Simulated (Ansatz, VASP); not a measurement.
## KF in two plane-wave programs

Wanted: the spread between two codes on one cell, functional and k mesh. The cell is taken from a series of VASP runs on this material, whose earlier steps may have relaxed, scaled or displaced it; both programs get it as it stands.

Method: plane waves, with VASP 6.6.1 beside it; single point at PBE, band structure at PBE, spin-orbit coupling and band structure at PBE, in Ansatz 0.2.0.

### Step 1. Set-up

Symmetry: Fm-3m, No. 225, cubic system. Conventional cell: a = 5.344 Å, b = 5.344 Å, c = 5.344 Å, α = 90.00°, β = 90.00°, γ = 90.00°. K has 6 F at 2.67 Å nearest. Nearest to F lie 6 K at 2.67 Å. Farther neighbours and most contacts between anions are not listed.

### Step 2. VASP: single point, PBE

A single point gives forces, pressure and levels at one fixed geometry, so differences don't come from the geometry; what else differs is listed under the comparison.

Lines of VASP's logs that name or quote its potential files are left out, and so is its time.

File INCAR:

```
SYSTEM = KF
PREC = Accurate
ENCUT = 520
EDIFF = 1E-08
NELM = 100
ISMEAR = 0
SIGMA = 0.02
LREAL = .FALSE.
ALGO = Normal
GGA = PE
NBANDS = 14
LORBIT = 11
LWAVE = .FALSE.
LCHARG = .FALSE.
KPAR = 4
```

File POSCAR:

```
KF
1.0
    0.0000000000      2.6718500000      2.6718500000
    2.6718500000      0.0000000000      2.6718500000
    2.6718500000      2.6718500000      0.0000000000
K F
1 1
Direct
    0.0000000000      0.0000000000      0.0000000000
    0.5000000000      0.5000000000      0.5000000000
```

File KPOINTS:

```
Automatic mesh
0
Gamma
10 10 10
0 0 0
```

File KPOINTS_OPT:

```
points round the band edges
26
Reciprocal
  0.0000000000   0.0000000000   0.0000000000 1
  0.0000000000   0.0000000000   0.0000000000 1
  0.0000000000  -0.0034019051  -0.0034019051 1
  0.0000000000   0.0034019051   0.0034019051 1
 -0.0034019051   0.0000000000  -0.0034019051 1
  0.0034019051   0.0000000000   0.0034019051 1
 -0.0034019051  -0.0034019051   0.0000000000 1
  0.0034019051   0.0034019051   0.0000000000 1
  0.0000000000  -0.0127571440  -0.0127571440 1
  0.0000000000   0.0127571440   0.0127571440 1
 -0.0127571440   0.0000000000  -0.0127571440 1
  0.0127571440   0.0000000000   0.0127571440 1
 -0.0127571440  -0.0127571440   0.0000000000 1
  0.0127571440   0.0127571440   0.0000000000 1
  0.0000000000  -0.0034019051  -0.0034019051 1
  0.0000000000   0.0034019051   0.0034019051 1
 -0.0034019051   0.0000000000  -0.0034019051 1
  0.0034019051   0.0000000000   0.0034019051 1
 -0.0034019051  -0.0034019051   0.0000000000 1
  0.0034019051   0.0034019051   0.0000000000 1
  0.0000000000  -0.0127571440  -0.0127571440 1
  0.0000000000   0.0127571440   0.0127571440 1
 -0.0127571440   0.0000000000  -0.0127571440 1
  0.0127571440   0.0000000000   0.0127571440 1
 -0.0127571440  -0.0127571440   0.0000000000 1
  0.0127571440   0.0127571440   0.0000000000 1
```

The projector-augmented-wave data sets are K_sv and F (PBE family, release 64).

Launch:

```console
mpirun -np 4 vasp_std
```

Numbers of over 12 decimals in the logs are rounded to 6 here.

Log:

```text
[banner, memory and clock lines left out]
running    4 mpi-ranks, on    1 nodes
 distrk:  each k-point on    1 cores,    4 groups
 distr:  one band on    1 cores,    1 groups

 POSCAR found type information on POSCAR K F
 POSCAR found :  2 types and       2 ions
 LDA part: xc-table for (Slater+PW92), standard interpolation
 POSCAR, INCAR and KPOINTS ok, starting setup
 FFT: planning ... GRIDC
 FFT: planning ... GRID_SOFT
 FFT: planning ... GRID
 WAVECAR not read
 entering main loop
       N       E                     dE             d eps       ncg     rms          rms(c)
DAV:   1     0.111994537685E+03    0.11199E+03   -0.83917E+03  1324   0.111E+03
DAV:   2    -0.474462291470E+01   -0.11674E+03   -0.10693E+03  1698   0.294E+02
DAV:   3    -0.942326945619E+01   -0.46786E+01   -0.46521E+01  1700   0.535E+01
DAV:   4    -0.955214164637E+01   -0.12887E+00   -0.12885E+00  1730   0.843E+00
DAV:   5    -0.955355724687E+01   -0.14156E-02   -0.14156E-02  1724   0.923E-01    0.633E+00
DAV:   6    -0.832015029722E+01    0.12334E+01   -0.37147E+00  1442   0.158E+01    0.396E+00
DAV:   7    -0.829139206308E+01    0.28758E-01   -0.76761E-02  1570   0.241E+00    0.227E+00
DAV:   8    -0.828789848718E+01    0.34936E-02   -0.53734E-02  1490   0.241E+00    0.204E-01
DAV:   9    -0.828944030968E+01   -0.15418E-02   -0.49078E-03  1628   0.583E-01    0.121E-01
DAV:  10    -0.828992269369E+01   -0.48238E-03   -0.59537E-04  1490   0.208E-01    0.613E-02
DAV:  11    -0.829007433871E+01   -0.15165E-03   -0.16515E-04  1424   0.103E-01    0.182E-02
DAV:  12    -0.829006902839E+01    0.53103E-05   -0.22486E-05  1622   0.416E-02    0.434E-03
DAV:  13    -0.829006946211E+01   -0.43373E-06   -0.39024E-06  1394   0.173E-02    0.291E-03
DAV:  14    -0.829006941250E+01    0.49614E-07   -0.32687E-07  1652   0.580E-03    0.570E-04
DAV:  15    -0.829006941594E+01   -0.34429E-08   -0.16639E-08  1386   0.120E-03
   1 F= -.82900694E+01 E0= -.82900694E+01  d E =-.305965E-24
 Start KPOINTS_OPT (optional k-point list driver)
k-point batch [1-26\26]
       N       E                     dE             ncg
DAV:   1    -0.115063852931E+04   -0.24478E+04      728
DAV:   2    -0.434725676733E+04   -0.31966E+04      944
DAV:   3    -0.447566477718E+04   -0.12841E+03      838
DAV:   4    -0.447950244724E+04   -0.38377E+01     1006
DAV:   5    -0.447952351979E+04   -0.21073E-01      790
DAV:   6    -0.447952382466E+04   -0.30487E-03     1012
DAV:   7    -0.447952382534E+04   -0.67856E-06      802
DAV:   8    -0.447952382535E+04   -0.33660E-08      598
```

Parts of OUTCAR (step 2):

```text
ion  position               nearest neighbor table
   1  0.000  0.000  0.000-   2 2.67   2 2.67   2 2.67   2 2.67   2 2.67   2 2.67
   2  0.500  0.500  0.500-   1 2.67   1 2.67   1 2.67   1 2.67   1 2.67   1 2.67

  LATTYP: Found a face centered cubic cell.
 ALAT       =     5.3437000000

 Subroutine GETGRP returns: Found 48 space group operations
 (whereof 48 operations were pure point group operations)

The static configuration has the point symmetry O_h .

 Found     47 irreducible k-points:

   k-points           NKPTS =     47   k-points in BZ     NKDIM =     47   number of bands    NBANDS=     14

   dimension x,y,z NGX =    28 NGY =   28 NGZ =   28
   dimension x,y,z NGXF=    56 NGYF=   56 NGZF=   56

   ENCUT  =  520.0 eV  38.22 Ry    6.18 a.u.   7.03  7.03  7.03*2*pi/ulx,y,z

   NELECT =      16.0000    total number of electrons

 k-points in reciprocal lattice and weights: Automatic mesh
   0.00000000  0.00000000  0.00000000       0.001
   0.10000000  0.00000000  0.00000000       0.008
   0.20000000  0.00000000  0.00000000       0.008
   0.30000000  0.00000000  0.00000000       0.008
   0.40000000  0.00000000  0.00000000       0.008
   0.50000000  0.00000000  0.00000000       0.004
   0.10000000  0.10000000  0.00000000       0.006
   0.20000000  0.10000000  0.00000000       0.024
   0.30000000  0.10000000  0.00000000       0.024
[...]
-0.30000000  0.40000000  0.20000000       0.024
  -0.30000000  0.50000000  0.20000000       0.012

 average (electrostatic) potential at core
       1 -36.0909       2 -77.9501

 E-fermi :  -2.6687

 k-point     1 :       0.0000    0.0000    0.0000
  band No.  band energies     occupation
    ...
      4     -12.1924      2.00000
      5     -12.1924      2.00000
      6      -2.8046      2.00000
      7      -2.8046      2.00000
      8      -2.8046      2.00000
      9       3.3612      0.00000
     10       7.8747      0.00000
     11       7.8747      0.00000
     12       7.8747      0.00000
     13       9.5466      0.00000
    ...

 k-point     2 :       0.1000    0.0000    0.0000
  band No.  band energies     occupation
    ...
      4     -12.1960      2.00000
      5     -12.1960      2.00000
      6      -2.8973      2.00000
      7      -2.8390      2.00000
      8      -2.8390      2.00000
      9       3.6430      0.00000
     10       7.7048      0.00000
     11       8.0108      0.00000
     12       8.0108      0.00000
     13       9.6386      0.00000
    ...

 k-point     3 :       0.2000    0.0000    0.0000
  band No.  band energies     occupation
    ...
      4     -12.2053      2.00000
      5     -12.2053      2.00000
      6      -3.1179      2.00000
      7      -2.9277      2.00000
      8      -2.9277      2.00000
      9       4.3943      0.00000
     10       7.3954      0.00000
     11       8.3759      0.00000
     12       8.3759      0.00000
     13       9.9188      0.00000
    ...

  Total        0.3385734      0.3385734      0.3385734      0.0000000      0.0000000     -0.0000000
  in kB       14.2199205     14.2199205     14.2199205      0.0000000      0.0000000     -0.0000000
  external PRESSURE =      14.2199205 kB  Pullay stress =       0.0000000 kB

  energy-cutoff  :      520.00
  volume of cell :       38.15
      direct lattice vectors                 reciprocal lattice vectors
     0.000000000  2.671850000  2.671850000    -0.187136254  0.187136254  0.187136254
     2.671850000  0.000000000  2.671850000     0.187136254 -0.187136254  0.187136254
     2.671850000  2.671850000  0.000000000     0.187136254  0.187136254 -0.187136254

 POSITION                                       TOTAL-FORCE (eV/Angst)
 -----------------------------------------------------------------------------------
      0.00000      0.00000      0.00000         0.000000      0.000000     -0.000000
      2.67185      2.67185      2.67185        -0.000000     -0.000000      0.000000
 -----------------------------------------------------------------------------------
    total drift:                                0.000000      0.000000      0.000000

  FREE ENERGIE OF THE ION-ELECTRON SYSTEM (eV)
  ---------------------------------------------------
  free  energy   TOTEN  =        -8.2900694159 eV

  energy  without entropy=       -8.2900694159  energy(sigma->0) =       -8.29006942

 total charge
# of ion       s       p       d       tot
------------------------------------------
    1        1.958   5.593   0.033   7.584
    2        1.731   4.353   0.000   6.084
--------------------------------------------------
tot          3.689   9.946   0.033  13.668

[... 3 further parts left out ...]
```

The run ends at a pressure of 1.42 GPa.

### Step 3. Ansatz: single point, PBE

Ansatz runs on its default PAW (the set named soft_2) files.

The same cell, functional, mesh and smearing now go to Ansatz, which takes its cutoff from its data sets.

File input.yaml:

```yaml
crystal:
  lattice:
    - [0.0, 2.67185, 2.67185]
    - [2.67185, 0.0, 2.67185]
    - [2.67185, 2.67185, 0.0]
  atoms:
    - { symbol: K, position: [0.0, 0.0, 0.0] }
    - { symbol: F, position: [0.5, 0.5, 0.5] }
hamiltonian:
  xc: pbe
  pseudopotentials: { kind: paw }
kpoints:
  mp_grid: { grid: [10, 10, 10] }
scf:
  occupations: { method: gaussian, width: 0.02 }
  n_extra_bands: 4
output:
  forces: true
  stress: true
  eigenvalues: true
```

Launch:

```console
ansatz run input.yaml --threads 2 --pin off --max-ram 4608MiB --backend cpu --events-out ev --progress --plain --runs-dir out
```

Log:

```text
scf.n_extra_bands = 4 over 8 filled bands (N_el = 16.0): the run solves 12 bands
Engine: ansatz 0.2.0, aarch64-unknown-linux-gnu
Pseudopotentials: kind: paw
Pseudopotential: K, paw, valence charge 9, recommended cutoff 420 eV (normal), K.paw.azcp
Pseudopotential: F, paw, valence charge 7, recommended cutoff 420 eV (normal), F.paw.azcp
Functional definition: PBE
  parameter kappa = 0.804
  parameter beta = 0.066725
  exchange = pbe_x(kappa = kappa, mu = beta*pi^2/3)
  correlation = pbe_c(beta = beta)
Crystal: 2 atoms, lattice volume = 38.148 Å³
Basis set: ecut = 420 eV, 725 PW (Γ), exchange–correlation on 54×54×54 points (8 copies of the dense FFT grid, shifted against one another)
Bands: 12, of which v1, the nominal top of the filled ones, is band 8 counted from 1 (7 counted from 0)
Symmetry: 48 space group operations
Space group: Fm-3m (ITA 225), of the structure as read, at distance tolerance 3.4e-5 Å
k-points: 47 of 1000
Non-local potential: K, projectors of the file, l = 0: 3, l = 1: 2, l = 2: 2
Non-local potential: F, projectors of the file, l = 0: 2, l = 1: 2, l = 2: 1
PAW form: soft (Blöchl's): semilocal exchange-correlation on the pseudo side does not see the compensation charge
PAW one-centre angular grid: K, 110 points (default); XC on 64 Gauss nodes
PAW one-centre angular grid: F, 110 points (default); XC on 64 Gauss nodes
Initial density: superposition of atomic densities (neutral atoms: chi_scale 0, normalization atom), corrected by the library's trained network
Initial wavefunctions: pseudopotential atomic-orbital guess
Functional: x = pbe(κ = 0.804, μ = 0.219515), c = pbe(β = 0.066725)
SCF iter   1: F=—  HF=-2348.796047 eV  |F-HF|=—  |Δ(HF+E_count)|=         —  Δρ=6.62e-4  dr2=8.07e-5  ethr=1.77e-3  ⟨swp⟩=6.1  Hψ=3724  notcnv=0
preconditioner: auto → none  [insulator: Δε(μ)=6.179 eV  Ē_g=17.603 eV  σ=0.020 eV  W_gap=1.00  n_scr=14 (ndim 8)  ℏωp=22.5 eV  f_vac=0.122  D(μ)=0.00/eV (n_scr^D=0)  ε∞_Penn≈2.6]
SCF iter   2: F=—  HF=-2348.796023 eV  |F-HF|=—  |Δ(HF+E_count)|=   2.34e-5  Δρ=1.06e-3  dr2=3.23e-4  ethr=5.04e-7  ⟨swp⟩=2.2  Hψ=1435  notcnv=0
SCF iter   3: F=—  HF=-2348.795969 eV  |F-HF|=—  |Δ(HF+E_count)|=   5.44e-5  Δρ=4.40e-4  dr2=6.29e-5  ethr=5.04e-7  ⟨swp⟩=2.0  Hψ=893  notcnv=0
SCF iter   4: F=—  HF=-2348.795972 eV  |F-HF|=—  |Δ(HF+E_count)|=   3.17e-6  Δρ=1.06e-4  dr2=1.17e-6  ethr=3.93e-7  ⟨swp⟩=2.0  Hψ=705  notcnv=0
SCF iter   5: F=—  HF=-2348.795998 eV  |F-HF|=—  |Δ(HF+E_count)|=   2.57e-5  Δρ=2.60e-4  dr2=1.98e-5  ethr=7.32e-9  ⟨swp⟩=2.1  Hψ=1012  notcnv=0
SCF iter   6: F=—  HF=-2348.795994 eV  |F-HF|=—  |Δ(HF+E_count)|=   3.92e-6  Δρ=1.32e-4  dr2=5.15e-6  ethr=7.32e-9  ⟨swp⟩=2.0  Hψ=893  notcnv=0
SCF iter   7: F=-2348.795993 eV  HF=-2348.795993 eV  |F-HF|=1.06e-9  |Δ(HF+E_count)|=   1.37e-6  Δρ=5.35e-7  dr2=1.02e-10  ethr=6.25e-10  ⟨swp⟩=3.0  Hψ=2158  notcnv=0
SCF 1 converged in 7 iterations: F = -2348.795993 eV  dr2 = 1.02e-10
  greatest PAW one-centre occupation: 0.988 electrons in one spin orbital (limit 2), on the K atom at site 0 (counted from 0), in its partial waves of l = 0
SCF converged after 7 iterations
Free energy (F): -2348.795993 eV
Harris-Foulkes:  -2348.795993 eV  (|F-HF|=1.06e-9)
Internal energy: -2348.795993 eV  (E = F + TS)
E sigma→0 (E₀):  -2348.795993 eV
Fermi energy:    4.552321 eV
--- Per-component energies (eV) ---
  E_band       = -125.161943
  E_kinetic    = 462.342026
  E_local      = -1111.066510  (includes V_loc(G=0)·N_el)
  E_nonlocal   = 85.951141
  E_hartree    = 400.706799
  E_xc         = -216.472504
  E_vxc        = -269.093829  (∫ρ·V_xc dr)
  E_paw        = -982.197073  (= ΣΔE_a)
  E_vpaw       = -94.710468  (= ΣTr[D̂ρ^β])
  E_aug_tail   = 0.002067  (compensation charges beyond the density's cutoff)
  E_ewald      = -988.061939
  E_smearing   = -0.000000  (= −TS)
  E_closure    = 0.000000  (closes the sum)
  Σ components = -2348.795993   (vs F -2348.795993, Δ=0.00e0)
--- Forces (eV/Å), atoms counted from 1 ---
  atom   1  K     -0.00000000     0.00000000    -0.00000000
  atom   2  F      0.00000000    -0.00000000    -0.00000000
  max |Σ_I F_I| component: 3.87e-29 eV/Å
--- Stress (GPa, compression-positive) ---
        1.380611       0.000000       0.000000
        0.000000       1.380611      -0.000000
       -0.000000      -0.000000       1.380611
  P = ⅓ Tr σ = 1.3806 GPa (13.806 kbar)
--- Band table (eV; the first three rows and the last of 47) ---
  k-point 0: bands = [... 4 lower, -7.9125, 1.4615, 1.4615, 1.4615, 7.6430, 12.1368, 12.1368, 12.1368]
  k-point 1: bands = [... 4 lower, -7.9160, 1.3691, 1.4269, 1.4269, 7.9243, 11.9687, 12.2703, 12.2703]
  k-point 2: bands = [... 4 lower, -7.9253, 1.1493, 1.3379, 1.3379, 8.6744, 11.6622, 12.6278, 12.6278]
  k-point 46: bands = [... 4 lower, -8.0118, 1.0903, 1.2790, 1.3242, 10.7067, 11.7263, 12.5517, 14.8435]
```

It took 1.4 s on 2 threads of Arm Neoverse N1, shared host; peak memory 0.27 GiB.

The run ends at a pressure of 1.38 GPa.

### Step 4. Comparison

Known differences besides the potentials themselves: the cutoff is 420 eV in Ansatz and 520 eV in VASP; VASP leaves aspherical gradient terms in its spheres out (LASPH is not set), Ansatz keeps them. Total energies have different zeros and are not compared.

The two programs side by side:

```tsv
quantity	Ansatz	VASP	difference
pressure (GPa)	1.38	1.42	-0.04
pressure without Ansatz's Pulay correction (GPa)	1.07	1.42	-0.35
gap on the k mesh (eV)	6.182	6.166	+0.016
```

A gap on the mesh is an upper bound, since the band edges may lie between its points. Ansatz's pressure holds a Pulay correction of 0.31 GPa; VASP's holds none.

### Step 5. What the set-up changes

Further runs change the set-up of one program: Ansatz's method, potentials or start, or VASP's data sets, cutoff or form of LDA. The table gives Ansatz less VASP for each quantity, since a change that brings one quantity closer may part another.

```tsv
run	pressure (GPa)	gap on the k mesh (eV)
as above	-0.041	0.016
Ansatz's all-electron LAPW method	-0.041	0.012
```

[end of part 1 of 2]

[Lines on the potential files, build, host, timing and source positions are cut from VASP's logs without a mark.]

[Logs are printed without paths, hosts, clocks, repeated set-up lines and the standing remarks that a program may print on its own settings, such as how far it seeks lower states.]

[Hosts, paths, dates, database ids (printed as entryN), source tags and the programs' standing remarks are cut or masked in the printed files.]
